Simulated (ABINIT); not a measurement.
BeTe:

```
Te Be
1.0
     0.00000    2.77000    2.77000
     2.77000    0.00000    2.77000
     2.77000    2.77000    0.00000
Te Be
1 1
Cartesian
  4.1550 4.1550 4.1550
  0.0000 0.0000 0.0000
```

Base run:

| Property | Result |
| --- | --- |
| Program | ABINIT 10.8.3 (patched build) |
| Functional | PBE |
| Potentials or basis | SG15 NC PBE v1.2 |
| Cutoff | 707 eV |
| k mesh | 6 × 6 × 6 |
| Occupations | fixed |
| Spin | no spin polarisation |

Its results: band gap on the k mesh 1.87 eV, indirect (least direct gap 3.61 eV); pressure 4.3 GPa.

Problem. The run is repeated on the same cell with these changes: functional from PBE to HSE06. What comes out?

Solution. Band gap on the k mesh 2.83 eV, indirect (least direct gap 4.74 eV); pressure 2.5 GPa.

HSE06 gives the wider gap, since exact exchange removes part of the self-interaction.

Caveats: spin-orbit coupling is left out, which moves the levels of the heavy elements; Libxc's HSE differs a little from that of other programs (some runs); the potentials were made for another functional, which shifts forces and pressure (some runs).

A k mesh can miss the band edges.
